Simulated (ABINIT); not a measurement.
The system is Fe.

```xyz
1
Lattice="-1.4430 1.4430 1.4430 1.4430 -1.4430 1.4430 1.4430 1.4430 -1.4430" Properties=species:S:1:pos:R:3 pbc="T T T"
Fe    0.0000    0.0000    0.0000
```

Base run:

```yaml
Program: ABINIT 10.8.3 (patched build)
Functional: r2SCAN
Potentials_or_basis: JTH PAW PBE v2.0
Cutoff: 544 eV
k_mesh: 10 × 10 × 10
Occupations: fermi-dirac, width 0.05 eV
Spin: collinear spin, ferromagnetic start
Starting_moments: "[3.0] μB"
```

Its results: band gap on the k mesh none (metal or under the smearing width); net moment 2.73 μB per cell; site moments Fe +2.89 μB.

Question: The run is repeated on the same cell with these changes: k mesh from 10 × 10 × 10 to 5 × 5 × 5. What comes out?

Answer: Band gap on the k mesh none (metal or under the smearing width); net moment 2.88 μB per cell; site moments Fe +3.01 μB.

Caveats: some runs use coarse meshes.
